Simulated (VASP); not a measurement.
## AlN: single point with r2SCAN

Crystal: AlN.

```
Al N
1.0
     0.00000    2.01914    2.01940
     2.01662    0.00000    2.01940
     2.01662    2.01914    0.00000
Al N
1 1
Direct
  0.08335 0.08335 0.91665
  0.58335 0.58335 0.41665
```

Measurements of this composition are mostly on another form, of space group No. 186.

The cell isn't the ideal one: B -> Al on all its sites, cell and atoms relaxed.

```
Program             : VASP 6.6.1
Task                : single point
Functional          : r2SCAN
Potentials or basis : VASP PAW PBE potentials, release 64 (Al, N)
Cutoff              : 520 eV
k mesh              : 8 × 8 × 8
Occupations         : gaussian, width 0.1 eV
Spin                : no spin polarisation
```

| Quantity | Value |
| --- | --- |
| Pressure | -0.6 GPa |
| Band gap on the k mesh | 5.52 eV, indirect (least direct gap 6.59 eV) |

Stress tensor (GPa, compression positive):
```
-0.35  0.00  0.00
 0.00 -0.72  0.00
 0.00  0.00 -0.75
```

Levels at points of the mesh, in eV from the valence-band top:
```csv
k point,band 2,band 3,band 4,band 5,band 6,band 7
"(0.00, 0.00, 0.00)",-0.01,0.00,0.00,6.59,12.92,12.92
"(0.50, 0.00, 0.00)",-8.48,-1.17,-1.17,6.94,11.93,11.96
"(0.50, 0.50, 0.00)",-7.59,-2.92,-2.90,5.53,5.97,15.42
"(0.50, 0.00, 0.50)",-7.58,-2.92,-2.90,5.53,5.97,15.43
"(0.00, 0.50, 0.50)",-7.58,-2.92,-2.92,5.52,5.96,15.44
```

It took 43 s on 1 thread of Intel(R) Xeon(R) Platinum 8488C (Sapphire Rapids), with other jobs on the host, peak memory 0.14 GiB.

Caveat: the PAW data sets were made with another functional, which shifts forces and pressure a little. A k mesh can miss the band edges.
